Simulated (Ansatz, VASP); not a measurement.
# Cross-check of NaI between VASP and Ansatz, part 2 of 2

One calculation is typed for both programs; each brings its own data sets and cutoff. How far apart do they land? The cell is taken from a series of VASP runs on this material, whose earlier steps may have relaxed, scaled or displaced it; both programs get it as it stands.

VASP 6.6.1 and Ansatz 0.2.0.

So far: The structure; Ansatz: band structure, r2SCAN-EpsX with an exact-exchange share of 0.29.

## (3) VASP: band structure, r2SCAN-EpsX with an exact-exchange share of 0.29

Level of this step: r2SCAN-EpsX, exact-exchange share 1/3.452; plane waves and PAW (I, Na_pv) (VASP).

The same cell, functional, mesh and smearing now go to VASP, with its own data sets and cutoff.

Lines of VASP's logs that name or quote its potential files are left out, and so is its time.

The run reads the wave functions of an earlier VASP run, which isn't shown here.

INCAR

```
SYSTEM = NaI
PREC = Accurate
ENCUT = 350
EDIFF = 1E-06
NELM = 100
ISMEAR = 0
SIGMA = 0.03
LREAL = .FALSE.
ALGO = Normal
LHFCALC = .TRUE.
AEXX = 0.29
METAGGA = R2SCAN
LASPH = .TRUE.
NBANDS = 13
PRECFOCK = Fast
HFRCUT = -1
LORBIT = 11
LWAVE = .FALSE.
LCHARG = .FALSE.
KPAR = 4
```

POSCAR

```
NaI
1.0
    0.0000000000      3.2364000000      3.2364000000
    3.2364000000      0.0000000000      3.2364000000
    3.2364000000      3.2364000000      0.0000000000
I Na
1 1
Direct
    0.5000000000      0.5000000000      0.5000000000
    0.0000000000      0.0000000000      0.0000000000
```

KPOINTS

```
Automatic mesh
0
Gamma
4 4 4
0 0 0
```

KPOINTS_OPT

```
Line mode
10
Line-mode
Reciprocal
  0.00000000   0.00000000   0.00000000 GAMMA
  0.50000000   0.00000000   0.50000000 X

  0.50000000   0.00000000   0.50000000 X
  0.50000000   0.25000000   0.75000000 W

  0.50000000   0.25000000   0.75000000 W
  0.37500000   0.37500000   0.75000000 K

  0.37500000   0.37500000   0.75000000 K
  0.00000000   0.00000000   0.00000000 GAMMA

  0.00000000   0.00000000   0.00000000 GAMMA
  0.50000000   0.50000000   0.50000000 L

  0.50000000   0.50000000   0.50000000 L
  0.62500000   0.25000000   0.62500000 U

  0.62500000   0.25000000   0.62500000 U
  0.50000000   0.25000000   0.75000000 W

  0.50000000   0.25000000   0.75000000 W
  0.50000000   0.50000000   0.50000000 L

  0.50000000   0.50000000   0.50000000 L
  0.37500000   0.37500000   0.75000000 K

  0.62500000   0.25000000   0.62500000 U
  0.50000000   0.00000000   0.50000000 X
```

Potentials, in the order of the species: I and Na_pv (PBE family, release 64).

Command:

```sh
$ mpirun -np 4 vasp_std
```

Numbers of over 12 decimals in the logs are rounded to 6 here.

The log of the run:

```text
[banner, memory and clock lines left out]
running    4 mpi-ranks, on    1 nodes
 distrk:  each k-point on    1 cores,    4 groups
 distr:  one band on    1 cores,    1 groups

 POSCAR found type information on POSCAR I Na
 POSCAR found :  2 types and       2 ions
|                                                                             |
|               ----> ADVICE to this user running VASP <----                  |
|                                                                             |
|     You enforced a specific xc type in the INCAR file but a different       |
|     [... a line on the potential file left out ...]
|     I HOPE YOU KNOW WHAT YOU ARE DOING!                                     |
|                                                                             |

 LDA part: xc-table for (None), standard interpolation
 found WAVECAR, reading the header
 POSCAR, INCAR and KPOINTS ok, starting setup
 FFT: planning ... GRIDC
 FFT: planning ... GRID_SOFT
 FFT: planning ... GRID
 HFRCUT set to (new)   10.118186
 reading WAVECAR
 the WAVECAR file was read successfully
 initial charge from wavefunction
 entering main loop
       N       E                     dE             d eps       ncg     rms          rms(c)
DAV:   1    -0.253293711876E+02   -0.25329E+02   -0.13147E+00   208   0.116E+01    0.538E+00
DAV:   2    -0.253423436764E+02   -0.12972E-01   -0.64692E-02   238   0.327E+00    0.401E+00
DAV:   3    -0.253389253665E+02    0.34183E-02   -0.56628E-03   253   0.122E+00    0.243E+00
DAV:   4    -0.253378052375E+02    0.11201E-02   -0.10531E-03   258   0.483E-01    0.145E+00
DAV:   5    -0.253374335998E+02    0.37164E-03   -0.24039E-04   277   0.200E-01    0.854E-01
DAV:   6    -0.253372954544E+02    0.13815E-03   -0.57858E-05   249   0.833E-02    0.503E-01
DAV:   7    -0.253372372423E+02    0.58212E-04   -0.16380E-05   234   0.387E-02    0.294E-01
DAV:   8    -0.253372096434E+02    0.27599E-04   -0.51585E-06   241   0.199E-02    0.171E-01
DAV:   9    -0.253371951683E+02    0.14475E-04   -0.18426E-06   221   0.115E-02    0.991E-02
DAV:  10    -0.253371870222E+02    0.81461E-05   -0.69185E-07   218   0.708E-03    0.571E-02
DAV:  11    -0.253371822257E+02    0.47965E-05   -0.21989E-07   114   0.450E-03    0.333E-02
DAV:  12    -0.253371794084E+02    0.28173E-05   -0.17884E-07   104   0.395E-03    0.189E-02
DAV:  13    -0.253371776476E+02    0.17608E-05   -0.68900E-08   104   0.272E-03    0.107E-02
DAV:  14    -0.253371765761E+02    0.10714E-05   -0.52134E-08   104   0.193E-03    0.609E-03
DAV:  15    -0.253371758984E+02    0.67775E-06   -0.19899E-08   104   0.151E-03
   1 F= -.25337176E+02 E0= -.25337176E+02  d E =-.929781E-32
 Start KPOINTS_OPT (optional k-point list driver)
k-point batch [1-8\100]
       N       E                     dE             ncg
DAV:   1    -0.693499573411E+03   -0.21077E+04      216
DAV:   2    -0.147705359989E+04   -0.78355E+03      218
DAV:   3    -0.152835250655E+04   -0.51299E+02      268
DAV:   4    -0.152985438465E+04   -0.15019E+01      302
DAV:   5    -0.152986864169E+04   -0.14257E-01      253
DAV:   6    -0.152986879986E+04   -0.15817E-03      312
DAV:   7    -0.152986880148E+04   -0.16266E-05      213
DAV:   8    -0.152986880155E+04   -0.65837E-07      169
[...]
k-point batch [97-100\100]
       N       E                     dE             ncg
DAV:   1     0.992393932737E+03   -0.18511E+04      104
DAV:   2     0.639575294623E+03   -0.35282E+03      114
DAV:   3     0.614556315503E+03   -0.25019E+02      129
DAV:   4     0.613736616714E+03   -0.81970E+00      153
DAV:   5     0.613723089390E+03   -0.13527E-01      134
DAV:   6     0.613722568204E+03   -0.52119E-03      156
DAV:   7     0.613722562950E+03   -0.52533E-05      108
DAV:   8     0.613722562904E+03   -0.46727E-07       92
```

Parts of OUTCAR (step 3):

```text
ion  position               nearest neighbor table
   1  0.500  0.500  0.500-
   2  0.000  0.000  0.000-

  LATTYP: Found a face centered cubic cell.
 ALAT       =     6.4728000000

 Subroutine GETGRP returns: Found 48 space group operations
 (whereof 48 operations were pure point group operations)

The static configuration has the point symmetry O_h .

 Found      8 irreducible k-points:

   k-points           NKPTS =      8   k-points in BZ     NKDIM =     64   number of bands    NBANDS=     13

   dimension x,y,z NGX =    28 NGY =   28 NGZ =   28
   dimension x,y,z NGXF=    56 NGYF=   56 NGZF=   56

   ENCUT  =  350.0 eV  25.72 Ry    5.07 a.u.   6.98  6.98  6.98*2*pi/ulx,y,z

   NELECT =      14.0000    total number of electrons

 k-points in reciprocal lattice and weights: Automatic mesh
   0.00000000  0.00000000  0.00000000       0.016
   0.25000000  0.00000000  0.00000000       0.125
   0.50000000  0.00000000  0.00000000       0.062
   0.25000000  0.25000000  0.00000000       0.094
   0.50000000  0.25000000  0.00000000       0.375
  -0.25000000  0.25000000  0.00000000       0.188
   0.50000000  0.50000000  0.00000000       0.047
  -0.25000000  0.50000000  0.25000000       0.094

  exchange ACFDT corr.  =         0.00000000  see jH, gK, PRB 81, 115126

 average (electrostatic) potential at core
       1 -91.9375       2 -42.8648

 E-fermi :  -0.3888

 k-point     1 :       0.0000    0.0000    0.0000
  band No.  band energies     occupation
    ...
      3     -26.4142      2.00000
      4     -13.0239      2.00000
      5      -0.6337      2.00000
      6      -0.6337      2.00000
      7      -0.6337      2.00000
      8       5.3837      0.00000
      9       9.6797      0.00000
     10       9.6797      0.00000
     11       9.6797      0.00000
     12      11.6994      0.00000
    ...

 k-point     2 :       0.2500    0.0000    0.0000
  band No.  band energies     occupation
    ...
      3     -26.4144      2.00000
      4     -12.8387      2.00000
      5      -2.0242      2.00000
      6      -0.8018      2.00000
      7      -0.8018      2.00000
      8       6.6506      0.00000
      9       9.3105      0.00000
     10       9.7890      0.00000
     11       9.7891      0.00000
     12      11.4805      0.00000
    ...

 k-point     3 :       0.5000    0.0000    0.0000
  band No.  band energies     occupation
    ...
      3     -26.4146      2.00000
      4     -12.6486      2.00000
      5      -3.0551      2.00000
      6      -0.9598      2.00000
      7      -0.9598      2.00000
      8       6.6955      0.00000
      9       9.2591      0.00000
     10       9.2593      0.00000
     11      11.0472      0.00000
     12      12.2445      0.00000
    ...

  energy-cutoff  :      350.00
  volume of cell :       67.80
      direct lattice vectors                 reciprocal lattice vectors
     0.000000000  3.236400000  3.236400000    -0.154492646  0.154492646  0.154492646
     3.236400000  0.000000000  3.236400000     0.154492646 -0.154492646  0.154492646
     3.236400000  3.236400000  0.000000000     0.154492646  0.154492646 -0.154492646

 POSITION                                       TOTAL-FORCE (eV/Angst)
 -----------------------------------------------------------------------------------
      3.23640      3.23640      3.23640         0.000000     -0.000000      0.000000
      0.00000      0.00000      0.00000        -0.000000      0.000000     -0.000000
 -----------------------------------------------------------------------------------
    total drift:                                0.000000      0.000000      0.000000

  FREE ENERGIE OF THE ION-ELECTRON SYSTEM (eV)
  ---------------------------------------------------
  free  energy   TOTEN  =       -25.3371758984 eV

  energy  without entropy=      -25.3371758984  energy(sigma->0) =      -25.33717590

 total charge
# of ion       s       p       d       tot
------------------------------------------
    1        1.491   2.977   0.002   4.469
    2        0.032   5.977   0.000   6.009
--------------------------------------------------
tot          1.523   8.954   0.002  10.479

[... 3 further parts left out ...]
```

## (4) Comparison

Known differences besides the potentials themselves: exact exchange at q = 0 is treated differently, which shows on coarse meshes; VASP keeps PBE cores, Ansatz makes them for the functional; the data sets hold 26 valence electrons in Ansatz (default PAW (the set named soft_2) files) and 14 in VASP; the cutoff is 500 eV in Ansatz and 350 eV in VASP; VASP takes a coarser grid for exact exchange (PRECFOCK = Fast). Total energies have different zeros and are not compared.

Compared:

```tsv
quantity	Ansatz	VASP	difference
gap over the path points (eV)	6.022	6.017	+0.005
```

Levels at points of the path, from each program's valence-band top (eV; 3 filled, then empty):

```tsv
k (reciprocal lattice)	Ansatz	VASP
0.000 0.000 0.000	0.00 0.00 0.00 6.02 10.34 10.34	0.00 0.00 0.00 6.02 10.31 10.31
0.500 0.000 0.500	-2.16 -0.84 -0.84 6.90 7.71 12.55	-2.15 -0.84 -0.84 6.92 7.71 12.57
0.500 0.222 0.722	-1.69 -1.47 -1.01 8.26 9.45 10.24	-1.69 -1.47 -1.00 8.27 9.44 10.23
0.403 0.347 0.750	-1.84 -1.48 -0.72 7.68 9.05 11.10	-1.83 -1.48 -0.72 7.69 9.05 11.10
0.125 0.125 0.250	-0.95 -0.30 -0.07 7.21 9.55 10.53	-0.95 -0.30 -0.07 7.20 9.54 10.52
0.278 0.278 0.278	-1.59 -0.20 -0.20 7.36 10.13 10.35	-1.59 -0.20 -0.20 7.35 10.12 10.34
0.556 0.389 0.556	-2.24 -0.81 -0.43 8.00 9.16 10.44	-2.24 -0.81 -0.44 8.00 9.16 10.43
0.583 0.250 0.667	-1.82 -1.48 -0.76 7.77 9.08 10.97	-1.82 -1.47 -0.76 7.78 9.08 10.97
0.500 0.306 0.694	-1.77 -1.46 -0.84 8.41 9.34 10.06	-1.76 -1.46 -0.84 8.42 9.34 10.06
0.486 0.486 0.528	-2.42 -0.36 -0.33 7.38 9.81 9.93	-2.41 -0.36 -0.33 7.38 9.80 9.93
```

Among the levels compared at these points, filled levels agree within 6 meV and empty ones within 26 meV.

## (5) Results

| Quantity | Value |
| --- | --- |
| difference in gap over the path points (band structure, r2SCAN-EpsX with an exact-exchange share of 0.29) | 0.0048 eV |

What this shows: The difference in gap over the path points is 0.0048 eV (band structure, r2SCAN-EpsX with an exact-exchange share of 0.29), within the 0.08 eV picked in this series as the mark of a large difference. How closely two codes agree says nothing of how well the functional describes the real material.

[Lines on the potential files, build, host, timing and source positions are cut from VASP's logs without a mark.]

[Logs are printed without paths, hosts, clocks, repeated set-up lines and the standing remarks that a program may print on its own settings, such as how far it seeks lower states.]

[Hosts, paths, dates, database ids (printed as entryN), source tags and the programs' standing remarks are cut or masked in the printed files.]
